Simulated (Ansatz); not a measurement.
# HfC: shifting one sublattice

Aim: for HfC, map the energy as every C atom is pushed off its site.

Program: Ansatz 0.2.0. Level of theory: DFT PBE, scalar-relativistic, plane waves, PAW. These are calculated values, not measurements.

### Step 1. The structure to begin with

Symmetry: Fm-3m, No. 225, cubic system. The conventional cell has a = 4.650 Å, b = 4.650 Å, c = 4.650 Å, α = 90.00°, β = 90.00°, γ = 90.00°. Hf (site symmetry m-3m) is surrounded by 6 C at 2.33 Å. C (site symmetry m-3m) has 6 Hf at 2.33 Å in its first shell of neighbours.

Coordinates:

```cif
data_structure
_symmetry_space_group_name_H-M 'P 1'
_symmetry_Int_Tables_number 1
_cell_length_a 3.2880
_cell_length_b 3.2880
_cell_length_c 3.2880
_cell_angle_alpha 60.000
_cell_angle_beta 60.000
_cell_angle_gamma 60.000
_cell_volume 25.14
loop_
_atom_site_label
_atom_site_type_symbol
_atom_site_fract_x
_atom_site_fract_y
_atom_site_fract_z
_atom_site_occupancy
Hf1 Hf 0.50000 0.50000 0.50000 1
C1 C 0.00000 0.00000 0.00000 1
```

No relaxation comes first: the listed cell is the starting point.

### Step 2. Zero of energy

The reference gives a free energy of -15974.1436 eV, pressure 0.21 GPa, largest force 0.000 eV/Å and gap on the mesh none (metal). It was computed beforehand with the settings of the runs below.

### Step 3. Setting up shifting one sublattice

Every C atom is moved by x along the Cartesian unit vector (0.000, 0.000, 1.000); the cell and all other atoms stay fixed. Forces below are components along that vector, summed over the moved atoms.

### Step 4. x = -0.300 Å

input.yaml

```yaml
crystal:
  lattice:
    - [0.0, 2.325, 2.325]
    - [2.325, 0.0, 2.325]
    - [2.325, 2.325, 0.0]
  atoms:
    - { symbol: Hf, position: [0.5, 0.5, 0.5] }
    - { symbol: C, position: [-0.064516129, -0.064516129, 0.064516129] }
basis:
  ecutwfc: 420
kpoints:
  mp_grid: { grid: [18, 18, 18] }
hamiltonian:
  xc: pbe
scf:
  occupations: { method: gaussian, width: 0.15 }
output:
  forces: true
  stress: true
  eigenvalues: true
  write_density: true
  write_potential: true
  elf: true
  volumetric_format: npy
```

Command:

```
$ ansatz run input.yaml --threads 1 --pin off --max-ram 2560MiB --backend cpu --events-out ev --progress --plain --runs-dir out
```

### Step 5. At x = 0.225 Å

input.yaml

```yaml
crystal:
  lattice:
    - [0.0, 2.325, 2.325]
    - [2.325, 0.0, 2.325]
    - [2.325, 2.325, 0.0]
  atoms:
    - { symbol: Hf, position: [0.5, 0.5, 0.5] }
    - { symbol: C, position: [0.0483870968, 0.0483870968, -0.0483870968] }
basis:
  ecutwfc: 420
kpoints:
  mp_grid: { grid: [18, 18, 18] }
hamiltonian:
  xc: pbe
scf:
  occupations: { method: gaussian, width: 0.15 }
output:
  forces: true
  stress: true
  eigenvalues: true
```

### Step 6. x = -0.150 Å

input.yaml, as its differences from that of step 5:

```diff
@@ -7,3 +7,3 @@
     - { symbol: Hf, position: [0.5, 0.5, 0.5] }
-    - { symbol: C, position: [0.0483870968, 0.0483870968, -0.0483870968] }
+    - { symbol: C, position: [-0.0322580645, -0.0322580645, 0.0322580645] }
 basis:
```

### Step 7. x = 0.075 Å

input.yaml, as its differences from that of step 6:

```diff
@@ -7,3 +7,3 @@
     - { symbol: Hf, position: [0.5, 0.5, 0.5] }
-    - { symbol: C, position: [-0.0322580645, -0.0322580645, 0.0322580645] }
+    - { symbol: C, position: [0.0161290323, 0.0161290323, -0.0161290323] }
 basis:
```

### Step 8. At x = 0.263 Å

input.yaml, as its differences from that of step 7:

```diff
@@ -7,3 +7,3 @@
     - { symbol: Hf, position: [0.5, 0.5, 0.5] }
-    - { symbol: C, position: [0.0161290323, 0.0161290323, -0.0161290323] }
+    - { symbol: C, position: [0.0564516129, 0.0564516129, -0.0564516129] }
 basis:
```

### Step 9. Point x = 0.188 Å

input.yaml, as its differences from that of step 8:

```diff
@@ -7,3 +7,3 @@
     - { symbol: Hf, position: [0.5, 0.5, 0.5] }
-    - { symbol: C, position: [0.0564516129, 0.0564516129, -0.0564516129] }
+    - { symbol: C, position: [0.0403225806, 0.0403225806, -0.0403225806] }
 basis:
```

### Step 10. x = 0.113 Å

input.yaml, as its differences from that of step 9:

```diff
@@ -7,3 +7,3 @@
     - { symbol: Hf, position: [0.5, 0.5, 0.5] }
-    - { symbol: C, position: [0.0403225806, 0.0403225806, -0.0403225806] }
+    - { symbol: C, position: [0.0241935484, 0.0241935484, -0.0241935484] }
 basis:
```

### Step 11. At x = 0.037 Å

input.yaml, as its differences from that of step 10:

```diff
@@ -7,3 +7,3 @@
     - { symbol: Hf, position: [0.5, 0.5, 0.5] }
-    - { symbol: C, position: [0.0241935484, 0.0241935484, -0.0241935484] }
+    - { symbol: C, position: [0.0080645161, 0.0080645161, -0.0080645161] }
 basis:
```

(Steps that only read results are left out.)

What does the calculation give?

As calculated:

| quantity | value |
| --- | --- |
| force constant along x, from the points at -0.150, 0 and 0.037 Å | 7.71 eV/Å² |

In words: The restoring force grows by 7.71 eV/Å per Å near the site. The step of 0.15 Å is wide, so anharmonic terms mix in. The undisturbed cell stays the lowest of the sampled points. Spin-orbit coupling is left out for Hf.
